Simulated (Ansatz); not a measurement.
A strain series on NaI (zincblende): epitaxial in the xy plane

NaI (zincblende), relaxed with r2SCAN in Ansatz 0.2.0, then strained (epitaxial in the xy plane; changes of length per length, axes as in the cell below) with the atoms relaxed again within the symmetry that is left. Space group F-43m (No. 216), cubic; conventional cell a = 7.086 Å, 44.48 Å³ an atom. Na is surrounded by 4 I at 3.07 Å; I is surrounded by 4 Na at 3.07 Å. The cell comes from a prototype generator: it can be a known phase or a hypothetical one. Spin polarisation is off.

```xyz
2
Lattice="0.0000 3.5432 3.5432 3.5432 0.0000 3.5432 3.5432 3.5432 0.0000" Properties=species:S:1:pos:R:3 pbc="T T T"
Na    0.0000    0.0000    0.0000
I     1.7716    1.7716    1.7716
```

Gaps are the least over each mesh (PBE 6×6×6, r2SCAN 6×6×6, HSE06 4×4×4 when unstrained) and the special points, which keep their unstrained names; stress is the change from the unstrained cell, compression positive.

| strain (%) | free normal strain (%) | gap, PBE (eV) | gap, r2SCAN (eV) | gap, HSE06 (eV) | edges, HSE06 | in-plane stress, r2SCAN (GPa) | energy rise, r2SCAN (meV/atom) |
| --- | --- | --- | --- | --- | --- | --- | --- |
| -2.22 | +3.72 | 3.805 | 4.399 | 4.792 | Γ | +0.12 | 0.7 |
| -2.04 | +3.45 | 3.807 | 4.400 | 4.793 | Γ | +0.10 | 0.6 |
| -0.47 | +0.89 | 3.820 | 4.414 | 4.807 | Γ | +0.01 | 0.0 |
| 0.0 | 0.00 | 3.825 | 4.419 | 4.812 | Γ | 0.00 | 0.0 |
| +2.56 | -4.81 | 3.764 | 4.358 | 4.749 | Γ | -0.07 | 0.6 |
| +3.17 | -6.12 | 3.751 | 4.345 | 4.736 | Γ | -0.07 | 0.8 |

**Question.** Estimate the row for a strain of -5.09 %.

**Answer.**

| strain (%) | free normal strain (%) | gap, PBE (eV) | gap, r2SCAN (eV) | gap, HSE06 (eV) | edges, HSE06 | in-plane stress, r2SCAN (GPa) | energy rise, r2SCAN (meV/atom) |
| --- | --- | --- | --- | --- | --- | --- | --- |
| -5.09 | +7.95 | 3.758 | 4.350 | 4.748 | Γ | +0.35 | 4.4 |

Between zero and the nearest strains the slope of the HSE06 gap against strain is +0.010 eV per percent for negative and -0.025 for positive strain; it falls either way, as happens when edge states split or other valleys take over.

No spin-orbit coupling is included; it can move band edges with weight on the heavy atoms by tenths of an eV.

The meshes of the hybrids are coarse, so their gaps aren't converged to the digits shown.
